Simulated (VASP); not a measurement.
Set up this calculation in VASP 6.6.1, as the native input.

```yaml
Task: single point
Functional: HSE(alpha, omega)
Potentials_or_basis: VASP PAW PBE potentials, release 64 (Co, O)
Cutoff: 520 eV
k_mesh: 6 × 6 × 6
Occupations: fermi-dirac, width 0.05 eV
Spin: collinear spin, ferromagnetic start
Starting_moments: "[2.0, 0.0] μB"
Share_of_exact_exchange: 0.05
Grid_for_exact_exchange_PRECFOCK: Fast
Further_INCAR_settings: ALGO = Normal; EDIFF = 1e-06
```

Crystal: CoO.

```
Co O
1.0
     0.00000    2.13150    2.13150
     2.13150    0.00000    2.13150
     2.13150    2.13150    0.00000
Co O
1 1
Cartesian
  0.0000 0.0000 0.0000
  2.1315 2.1315 2.1315
```

These files were run (other wordings do the same):

POSCAR

```
CoO
1.0
    0.0000000000      2.1315000000      2.1315000000
    2.1315000000      0.0000000000      2.1315000000
    2.1315000000      2.1315000000      0.0000000000
Co O
1 1
Direct
    0.0000000000      0.0000000000      0.0000000000
    0.5000000000      0.5000000000      0.5000000000
```

INCAR.step1

```
ALGO = Normal
EDIFF = 1E-5
ENCUT = 520
GGA = PE
ISIF = 2
ISMEAR = -1
ISPIN = 2
LASPH = T
LCHARG = F
LMAXMIX = 4
LORBIT = 11
LREAL = F
LWAVE = T
MAGMOM = 2 0
NELM = 100
PREC = Accurate
SIGMA = 0.05
```

INCAR.step2

```
AEXX = 0.05
ALGO = Normal
EDIFF = 1E-6
ENCUT = 520
GGA = PE
HFSCREEN = 0.2
ISIF = 2
ISMEAR = -1
ISPIN = 2
ISTART = 1
LASPH = T
LCHARG = F
LHFCALC = T
LMAXMIX = 4
LORBIT = 11
LREAL = F
LWAVE = F
MAGMOM = 2 0
NELM = 100
PREC = Accurate
PRECFOCK = Fast
SIGMA = 0.05
```

KPOINTS

```
k-points
0
Gamma
  6 6 6
```

Potentials or basis: VASP PAW PBE potentials, release 64 (Co, O).

The run is started by

```console
$ cat potpaw_PBE.64/Co/POTCAR potpaw_PBE.64/O/POTCAR > POTCAR
$ cp INCAR.step1 INCAR
$ mpirun -np 1 vasp_std > vasp.out
$ cp INCAR.step2 INCAR
$ mpirun -np 1 vasp_std > vasp.out
```

Results of the run:

```json
{
 "Pressure": "-3.1 GPa",
 "Band gap on the k mesh": "none (metal or under the smearing width)",
 "Net moment": "3.00 μB per cell",
 "Site moments": "Co +2.64; O +0.31 μB",
 "Valence electrons inside the program's atomic spheres": "Co 7.77; O 5.00"
}
```

Caveat: the k mesh is coarse (spacing up to 0.43 Å⁻¹), so the values aren't converged, least of all with exact exchange; the PAW data sets were made with another functional, which shifts forces and pressure a little; a cell with one magnetic atom can't hold antiferromagnetic order, which such compounds often take.

Wall time 42 min on 1 thread of AMD EPYC 7R43 64-Core Processor (Zen 3), on a shared host, peak memory 0.22 GiB.
